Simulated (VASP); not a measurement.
**Sn: relaxation of cell and atoms with LDA**

Sn:

```
Sn
1.0
     3.11679    0.00000    0.00000
     0.00000    3.11679    0.00000
     0.00000    0.00000    3.11679
Sn
1
Direct
  0.00000 0.00000 0.00000
```

The cell was built by a generator and needn't be a form met in nature.

```yaml
Program: VASP 6.6.1
Task: relaxation of cell and atoms
Functional: LDA
Potentials_or_basis: VASP PAW LDA potentials, release 64 (Sn_d)
Cutoff: 600 eV
k_mesh: 10 × 10 × 10
Occupations: fermi-dirac, width 0.1 eV
Spin: no spin polarisation
Dipole_correction: no
Further_INCAR_settings: ALGO = Fast; EDIFF = 1e-06; IBRION = 2; EDIFFG = -0.01; NSW = 80; ISIF = 3
```

```json
{
  "Relaxed volume": "27.11 Å³/atom",
  "Relaxed cell": "a = 3.004 Å, b = 3.004 Å, c = 3.004 Å, α = 90.00°, β = 90.00°, γ = 90.00°",
  "Space group after relaxing (to 0.05 Å)": "Pm-3m (No. 221)",
  "Energy gained by relaxing": "56.7 meV/atom",
  "Ionic steps": "5",
  "Pressure after relaxing": "0.0 GPa",
  "Band gap on the k mesh": "none (metal or under the smearing width)"
}
```

Step by step:
```
step  energy change (eV)  largest force (eV/Å)  pressure (GPa)  volume (Å³)
   1              0.0000                0.0000           -5.07        30.28
   2             -0.0521                0.0000            1.84        26.27
   3             -0.0567                0.0000            0.06        27.05
   4             -0.0567                0.0000           -0.22        27.11
   5             -0.0567                0.0000           -0.04        27.11
```

Final structure:
```cif
data_structure
_symmetry_space_group_name_H-M 'P 1'
_symmetry_Int_Tables_number 1
_cell_length_a 3.0041
_cell_length_b 3.0041
_cell_length_c 3.0041
_cell_angle_alpha 90.000
_cell_angle_beta 90.000
_cell_angle_gamma 90.000
_cell_volume 27.11
loop_
_atom_site_label
_atom_site_type_symbol
_atom_site_fract_x
_atom_site_fract_y
_atom_site_fract_z
_atom_site_occupancy
Sn1 Sn 0.00000 0.00000 0.00000 1
```

Levels at points of the mesh, in eV from the Fermi level:
```csv
k point,band 3,band 4,band 5,band 6,band 7,band 8,band 9,band 10,band 11
"(0.00, 0.00, 0.00)",-21.09,-21.09,-21.09,-11.17,5.55,5.55,5.55,9.05,9.05
"(0.50, 0.00, 0.00)",-21.21,-21.19,-21.08,-7.91,-4.87,8.31,8.31,11.94,12.10
"(0.50, 0.50, 0.00)",-21.20,-21.20,-20.94,-4.42,-2.30,-2.30,2.88,11.35,14.52
"(0.50, 0.50, 0.50)",-21.36,-20.94,-20.94,-0.36,0.18,0.18,0.18,6.06,6.06
```

Wall time 43 s on 1 thread of Intel(R) Xeon(R) Platinum 8488C (Sapphire Rapids) (shared host), peak memory 0.16 GiB.
